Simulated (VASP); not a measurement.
# InP: phonons with r2SCAN

Crystal: InP.

```
In P
1.0
     0.00000    2.93050    2.93050
     2.93050    0.00000    2.93050
     2.93050    2.93050    0.00000
In P
1 1
Direct
  0.00000 0.00000 0.00000
  0.75000 0.75000 0.75000
```

```json
{
  "Program": "VASP 6.6.1",
  "Task": "phonons",
  "Functional": "r2SCAN",
  "Potentials or basis": "VASP PAW PBE potentials, release 64 (In_d, P)",
  "Cutoff": "600 eV",
  "k mesh": "6 × 6 × 6",
  "Occupations": "gaussian, width 0.05 eV",
  "Spin": "no spin polarisation",
  "Further INCAR settings": "ALGO = Normal; EDIFF = 1e-08; IBRION = 6; POTIM = 0.015; NSW = 1"
}
```

- Relaxed volume: 25.73 Å³/atom
- Relaxed cell: a = 4.175 Å, b = 4.175 Å, c = 4.175 Å, α = 60.00°, β = 60.00°, γ = 60.00°
- Space group after relaxing (to 0.05 Å): F-43m (No. 216)
- Highest phonon frequency at Γ, LO-TO splitting left out: 295 cm⁻¹

The path:
| step | energy change (eV) | largest force (eV/Å) | pressure (GPa) | volume (Å³) |
| --- | --- | --- | --- | --- |
| 1 | 0.0000 | 0.0000 | 1.61 | 50.33 |
| 2 | -0.0033 | 0.0000 | -0.94 | 52.20 |
| 3 | -0.0055 | 0.0000 | 0.01 | 51.46 |

Final structure:
```cif
data_structure
_symmetry_space_group_name_H-M 'P 1'
_symmetry_Int_Tables_number 1
_cell_length_a 4.1751
_cell_length_b 4.1751
_cell_length_c 4.1751
_cell_angle_alpha 60.000
_cell_angle_beta 60.000
_cell_angle_gamma 60.000
_cell_volume 51.46
loop_
_atom_site_label
_atom_site_type_symbol
_atom_site_fract_x
_atom_site_fract_y
_atom_site_fract_z
_atom_site_occupancy
In1 In 0.00000 0.00000 0.00000 1
P1 P 0.75000 0.75000 0.75000 1
```

Phonon frequencies in cm⁻¹ (negative: imaginary):
| q point | frequencies |
| --- | --- |
| (0.000, 0.000, 0.000) | 0 0 0 295 295 295 |

Wall time 6.2 min on 1 thread of Intel(R) Xeon(R) 6975P-C (Granite Rapids), with other jobs on the host, peak memory 0.26 GiB.

Caveat: the PAW data sets were made with another functional, which shifts forces and pressure a little.
